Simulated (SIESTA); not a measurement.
Crystal: SiC (Moissanite).

```xyz
4
Lattice="3.0760 0.0000 0.0000 -1.5380 2.6639 0.0000 0.0000 0.0000 5.0480" Properties=species:S:1:pos:R:3 pbc="T T T"
Si    1.5380    0.8880    2.5240
Si    0.0000    1.7759    0.0000
C     1.5380    0.8880    4.4675
C     0.0000    1.7759    1.9435
```

Base run:

| Quantity | Value |
| --- | --- |
| Program | SIESTA 5.4.2 |
| Functional | PBE |
| Potentials or basis | PseudoDojo 0.4 standard (PBE files) |
| Basis | DZP (energy shift 0.002 Ry) |
| Grid cutoff | 500 Ry |
| Energy shift | 0.002 Ry |
| k mesh | 10 × 10 × 5 |
| Occupations | fermi-dirac, width 0.05 eV |
| Spin | no spin polarisation |

Its results: band gap on the k mesh 2.45 eV, indirect (least direct gap 4.08 eV); pressure 7.0 GPa; largest force 0.844 eV/Å.

Question: After a change of settings the same cell gave: band gap on the k mesh 2.29 eV, indirect (least direct gap 3.96 eV); pressure 3.7 GPa; largest force 0.839 eV/Å. Which change was it?
A. basis from DZP (energy shift 0.002 Ry) to DZP (energy shift 0.003 Ry); energy shift from 0.002 Ry to 0.003 Ry
B. basis from DZP (energy shift 0.002 Ry) to SZ (energy shift 0.002 Ry)
C. functional from PBE to PBEsol; potentials or basis from PseudoDojo 0.4 standard (PBE files) to PseudoDojo 0.4 standard (PBEsol files)
D. functional from PBE to xPBE

Answer: C.

Caveats: the mesh misses the band edges, which the band path finds closer together; the basis of atomic orbitals isn't converged, which shifts pressures, moduli and gaps.

Not every run made on this cell is shown here.
